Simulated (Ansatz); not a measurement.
## BiTe: stationary points along a deformation path

The calculation used DFT PBEsol, scalar-relativistic, plane waves, PAW in Ansatz. Cutoff 420 eV, Γ-centred 18×18×18 k-points, Gaussian smearing of 0.15 eV. Spin–orbit coupling is left out, which can shift energies with elements as heavy as these. No spin polarisation. Energies are free energies at this smearing, counted from the undisturbed cell; pressure is positive in compression.

Reference structure (relaxed at this level; it needn't be the usual structure):

```xyz
2
Lattice="0.0000 3.1972 3.1972 3.1972 0.0000 3.1972 3.1972 3.1972 0.0000" Properties=species:S:1:pos:R:3 pbc="T T T"
Bi    0.0000    0.0000    0.0000
Te    3.1972    3.1972    3.1972
```

At fixed volume and fractional coordinates, lengths along (0.000, 0.000, 1.000) are scaled against those across it; ρ is that ratio over its starting value. V = 32.681 Å³/atom. Δσ is the stress along the axis less the mean stress across it (compression positive).

| ρ | ΔE (meV/atom) | Δσ (GPa) | space group |
| --- | --- | --- | --- |
| 0.707 | 1207.2 | 57.14 | I4/mmm |
| 0.780 | 565.3 | 39.86 | I4/mmm |
| 0.850 | 198.7 | 21.04 | I4/mmm |
| 1.000 | 0.0 | 0.00 | Fm-3m |
| 1.200 | 170.6 | -11.57 | I4/mmm |
| 1.414 | 504.0 | -20.94 | I4/mmm |

**Question.** How does the stress give the slope of the energy, and where is the energy stationary?

**Answer.** Along the path d ln(length) is 2/3 d ln ρ on the axis and −1/3 d ln ρ across it, so dE/d ln ρ = −(2/3) V Δσ: the energy falls with ρ where Δσ is positive. Δσ vanishes or changes sign at ρ = 1.000 (Fm-3m), a minimum at 0.0 meV/atom. Pairs of stationary points between two samples would go unseen, and could change a minimum read from distant neighbours into a maximum. At ρ = 1.000 the cell is cubic, where symmetry alone makes the stress isotropic and the slope zero.

In a metal these slopes depend on the k mesh and the smearing.

Cost: 6 runs of about 2.9 core-minutes in all, on Arm Neoverse V1 (shared hosts).